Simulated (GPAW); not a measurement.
Crystal: Se.

```
Se
1.0
     4.36620    0.00000    0.00000
    -2.18310    3.78124    0.00000
     0.00000    0.00000    4.95360
Se
3
Direct
  0.77460 0.77460 0.00000
  0.00000 0.22540 0.66667
  0.22540 0.00000 0.33333
```

Base run:

* Program: GPAW 26.7.0
* Functional: PBEsol
* Potentials or basis: PAW data sets generated in the run's folder for this functional
* Cutoff: 600 eV
* Basis: pw
* k mesh: 7 × 7 × 6
* Occupations: gaussian, width 0.1 eV
* Spin: no spin polarisation

Its results: band gap on the k mesh 1.14 eV, indirect (least direct gap 1.43 eV); pressure 0.2 GPa; largest force 0.310 eV/Å.

The run is repeated on the same cell with these changes: functional from PBEsol to BLYP; occupations from gaussian, width 0.1 eV to fermi-dirac, width 0.05 eV. What comes out?

Band gap on the k mesh 1.22 eV, indirect (least direct gap 1.47 eV); pressure 6.2 GPa; largest force 0.690 eV/Å.

Caveats: an odd mesh through Γ misses points on the zone boundary, where band edges often lie (some runs); the mesh misses the band edges, which the band path finds closer together (some runs).

Not every run made on this cell is shown here.
